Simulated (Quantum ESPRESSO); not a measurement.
# AlN in Quantum ESPRESSO: the effect of functional

The system is AlN.

```xyz
2
Lattice="0.0000 2.1840 2.1840 2.1840 0.0000 2.1840 2.1840 2.1840 0.0000" Properties=species:S:1:pos:R:3 pbc="T T T"
Al    0.0000    0.0000    0.0000
N     1.0920    1.0920    1.0920
```

Measurements of this composition are mostly on another form, of space group No. 186.

Alike in all runs:

```yaml
Program: Quantum ESPRESSO 7.5
Task: dielectric tensor
Cutoff: 612 eV
Density_cutoff: 4898 eV
k_mesh: 8 × 8 × 8, shifted
Occupations: fermi-dirac, width 0.05 eV
Spin: no spin polarisation
```

| functional | potentials or basis | pressure (GPa) | dielectric constant (mean) |
| --- | --- | --- | --- |
| LDA | GBRV 1.5 LDA | -2.8 | 4.58 |
| PBEsol | GBRV 1.5 PBEsol | ? | ? |
| WC | GBRV 1.5 PBE | 2.3 | 4.64 |
| BLYP | GBRV 1.5 PBE | 9.4 | 4.39 |
| AM05 | GBRV 1.5 PBE | 2.5 | 4.67 |

What does the run with functional PBEsol give?

Pressure 1.7 GPa; dielectric constant 4.64 mean.

Caveats: the potentials were made for another functional, which shifts forces and pressure (some runs); the cell is more than 3 GPa from zero pressure, which shifts response properties (some runs).

Runs at the PBE level aren't shown here.
